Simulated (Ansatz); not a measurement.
**Relaxation of SnSe₂**

Level of theory: DFT PBE, scalar-relativistic, plane waves, PAW (Ansatz 0.2.0). Run with 420 eV cutoff, 12×12×4 k-mesh, Gaussian smearing of 0.02 eV, no spin polarisation.

What was changed: strain along c alone, the other axes held, atoms relaxed: -2.0 %.

Command:

```bash
ansatz run input.yaml --threads 1 --pin off --max-ram 2560MiB --backend cpu --events-out ev --progress --plain --runs-dir out
```

Input:

```yaml
crystal:
  lattice:
    - [3.8716723131, 0.0, 0.0]
    - [-1.9358361566, 3.3529665783, 0.0]
    - [0.0, 0.0, 6.8316790055]
  atoms:
    - { symbol: Sn, position: [0.0, 0.0, 0.0] }
    - { symbol: Se, position: [0.6666666667, 0.3333333333, 0.7712614522] }
    - { symbol: Se, position: [0.3333333333, 0.6666666667, 0.2287385478] }
basis:
  ecutwfc: 420
kpoints:
  mp_grid: { grid: [12, 12, 4] }
hamiltonian:
  xc: pbe
scf:
  occupations: { method: gaussian, width: 0.02 }
output:
  forces: true
  stress: true
  eigenvalues: true
  write_density: true
  write_potential: true
  elf: true
  volumetric_format: npy
relax:
  adjacent_minimum: "off"
  f_tol: 0.008
  max_steps: 40
```

F is the free energy.

At step 2 the energy rises: a step can overshoot before the optimiser corrects it.

Steps:

```csv
step,F − F(1) (eV),largest force component (eV/Å)
1,0.0000,0.291
2,0.0294,0.567
3,-0.0091,0.025
4,-0.0092,0.002
```

Relaxed structure:

```cif
data_structure
_symmetry_space_group_name_H-M 'P 1'
_symmetry_Int_Tables_number 1
_cell_length_a 3.8717
_cell_length_b 3.8717
_cell_length_c 6.8317
_cell_angle_alpha 90.000
_cell_angle_beta 90.000
_cell_angle_gamma 120.000
_cell_volume 88.69
loop_
_atom_site_label
_atom_site_type_symbol
_atom_site_fract_x
_atom_site_fract_y
_atom_site_fract_z
_atom_site_occupancy
Sn1 Sn 0.00000 0.00000 0.00000 1
Se1 Se 0.66667 0.33333 0.76665 1
Se2 Se 0.33333 0.66667 0.23335 1
```

Symmetry: P-3m1, No. 164, trigonal system. The conventional cell has a = 3.872 Å, b = 3.872 Å, c = 6.832 Å, α = 90.00°, β = 90.00°, γ = 120.00°. Sn (site symmetry -3m) has 6 Se at 2.75 Å as nearest neighbours. Se (site symmetry 3m) has 3 Sn at 2.75 Å as nearest neighbours.

The run converged. It took 26 s on 1 thread of Intel(R) Xeon(R) Platinum 8488C (Sapphire Rapids) (shared host), peak memory 0.52 GiB.